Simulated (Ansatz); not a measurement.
V: single point with PBEsol

V:

```
V
1.0
    -1.51435    1.51435    1.51435
     1.51435   -1.51435    1.51435
     1.51435    1.51435   -1.51435
V
1
Direct
  0.00000 0.00000 0.00000
```

```json
{"Program": "Ansatz 0.2.0", "Task": "single point", "Functional": "PBEsol", "Potentials or basis": "all-electron LAPW, scalar-relativistic", "Cutoff": "257 eV (chosen from the basis error)", "Basis error allowed": "0.001 eV/atom", "k mesh": "12 × 12 × 12", "Occupations": "fermi-dirac, width 0.05 eV", "Spin": "no spin polarisation"}
```

```json
{
 "Pressure": "-12.1 GPa",
 "Band gap on the k mesh": "none (metal or under the smearing width)"
}
```

Levels at points of the mesh, in eV from the Fermi level:
```tsv
k point	band 4	band 5	band 6	band 7	band 8	band 9
(0.00, 0.00, 0.00)	-36.93	-6.53	0.42	0.42	0.42	2.35
(0.00, 0.00, -0.50)	-36.93	-3.08	-1.07	1.54	2.35	2.69
(-0.50, -0.50, -0.50)	-37.50	-2.87	-2.87	3.62	3.62	3.62
```

Run time: 1.7 s on 2 threads of Arm Neoverse V2, with other jobs on the host, peak memory 0.23 GiB.
